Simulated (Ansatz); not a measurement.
**SnO2: a vibration from a frozen displacement**

Level of theory: DFT PBE, scalar-relativistic, plane waves, PAW (Ansatz). Settings: plane waves to 420 eV, k-mesh 6×6×8 (Γ-centred), Gaussian smearing 0.05 eV. No spin polarisation. Energies are free energies at this smearing, counted from the undisturbed cell; pressure is positive in compression.

The undisturbed cell (as given, not relaxed at this level; it stands at 10.8 GPa):

```
Sn O
1.0
     4.73735    0.00000    0.00000
     0.00000    4.73735    0.00000
     0.00000    0.00000    3.18640
Sn O
2 4
Direct
  0.00000 0.00000 0.00000
  0.50000 0.50000 0.50000
  0.30562 0.30562 0.00000
  0.19438 0.80562 0.50000
  0.69438 0.69438 0.00000
  0.80562 0.19438 0.50000
```

Atom 1 (Sn) is moved by x along the Cartesian unit vector (0.707, 0.707, 0.000); the cell and all other atoms stay fixed. The cell's volume is 71.51 Å³; the moved atoms weigh 118.710 u together and the others 182.706 u. Some rows repeat others by symmetry and weren't run.

| x (Å) | ΔE (meV/cell) | total force on the moved atoms along the move (eV/Å) | pressure (GPa) |
| --- | --- | --- | --- |
| -0.3000 | 1355.12 | 10.7289 | 18.8332 |
| -0.2625 | 992.41 | 8.6713 | 16.7885 |
| -0.2250 | 700.99 | 6.9164 | 15.0993 |
| -0.1875 | 470.58 | 5.4094 | 13.7294 |
| -0.1500 | 292.81 | 4.1008 | 12.6486 |
| -0.1125 | 161.10 | 2.9459 | 11.8327 |
| -0.0750 | 70.46 | 1.9031 | 11.2626 |
| -0.0375 | 17.45 | 0.9335 | 10.9257 |
| 0.0000 | 0.00 | 0.0000 | 10.8142 |
| 0.0375 | 17.45 | -0.9335 | 10.9257 |
| 0.0750 | 70.46 | -1.9031 | 11.2626 |
| 0.1125 | 161.10 | -2.9459 | 11.8327 |
| 0.1500 | 292.81 | -4.1008 | 12.6486 |
| 0.1875 | 470.58 | -5.4094 | 13.7294 |
| 0.2250 | 700.99 | -6.9164 | 15.0993 |
| 0.2625 | 992.41 | -8.6713 | 16.7885 |
| 0.3000 | 1355.12 | -10.7289 | 18.8332 |

Question: What frequency belongs to this motion?

Answer: The force constant is k = −dF/dx = 24.894 eV/Å², from the parabola through x = -0.0375, 0 and 0.0375. In every cell the moved atoms swing against the rest, so the mass is μ = m₁m₂/(m₁ + m₂) = 71.957 u, and ν̃ = 521.5 cm⁻¹ × √(|k|/μ) = 307 cm⁻¹, at this cell's pressure of 10.8 GPa. The pattern needn't be a normal mode: ν̃² is then a weighted mean of the squared nonzero frequencies at the zone centre of this cell, taken without macroscopic field, so it lies between the lowest and the highest of them.

Question: How far does the harmonic law reach?

Answer: At x = -0.300 Å, kx²/2 = 1120.23 meV against the computed 1355.12 meV (+21.0 %): the well stiffens in this direction at large amplitude.

Question: The pressure changes with x². What does that say about the frequency under compression?

Answer: With E = k(V)x²/2, k ∝ V^(−2γ) and x scaling with the cell as V^(1/3), P − P0 = −∂E/∂V = (2γ − 2/3) ΔE/V. At x = 0.0750 Å, V(P − P0) = 71.51 × 0.44834 / 160.2 eV = 200.11 meV and ΔE = 70.46 meV, so γ = 1/3 + V(P − P0)/(2ΔE) = 1.75. This is the Grüneisen parameter of the motion under uniform scaling of the cell: shrinking the cell evenly by 1 % in volume raises the frequency by about 1.75 %.